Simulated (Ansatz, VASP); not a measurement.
## One calculation of CdTe, two programs

```
Cd Te
1.0
     0.00000    3.30869    3.30869
     3.30869    0.00000    3.30869
     3.30869    3.30869    0.00000
Cd Te
1 1
Direct
  0.00000 0.00000 0.00000
  0.25000 0.25000 0.25000
```

Alike in both runs: functional PBE; k mesh 10 × 10 × 10; occupations gaussian, width 0.02 eV; no spin polarisation.

Ansatz relaxed the structure, and its values are those at the end. VASP's run is a single point on that final structure, the one shown.

|  | VASP | Ansatz |
| --- | --- | --- |
| version | VASP 6.6.1 | Ansatz 0.2.0 |
| potentials or method | VASP PAW PBE potentials, release 64 (Cd, Te) | scalar-relativistic, plane waves, PAW |
| plane-wave cutoff (eV) | 520 | 420 |
| valence electrons in the cell | 18 | 36 |

VASP gave:

```
gap on the k mesh at the Fermi level (eV) : 0.58
least direct gap on the mesh (eV)         : 0.58
pressure (GPa)                            : 0.1
```

Question: What did Ansatz give for the same quantities?

Answer: gap on the k mesh at the Fermi level (eV): 0.59; least direct gap on the mesh (eV): 0.59; pressure (GPa): 0.0.

The two sets of potentials don't hold the same shells in valence.

Caveats: spin-orbit coupling is left out, which moves the levels of the heavy elements. As with any semilocal functional, this PBE gap is likely too small.
